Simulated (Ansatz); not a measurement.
SrF2:
```xyz
3
Lattice="0.0000 2.9053 2.9053 2.9053 0.0000 2.9053 2.9053 2.9053 0.0000" Properties=species:S:1:pos:R:3 pbc="T T T"
Sr     0.0000     0.0000     0.0000
F      1.4526     1.4526     1.4526
F      4.3579     4.3579     4.3579
```

Relaxed with HSE06.

Give the Bader charges and basin volumes of the independent atoms, the program Ansatz at the HSE06 level (PAW).



| atom | Bader charge (e) | Bader volume (Å³) |
|---|---|---|
| Sr1 | +1.74 | 16.4 |
| F2 | -0.87 | 15.8 |

Space group Fm-3m (fluorite). The cell was relaxed with HSE06 under the symmetry of its start.

Potentials: the later of the program's two PAW sets.
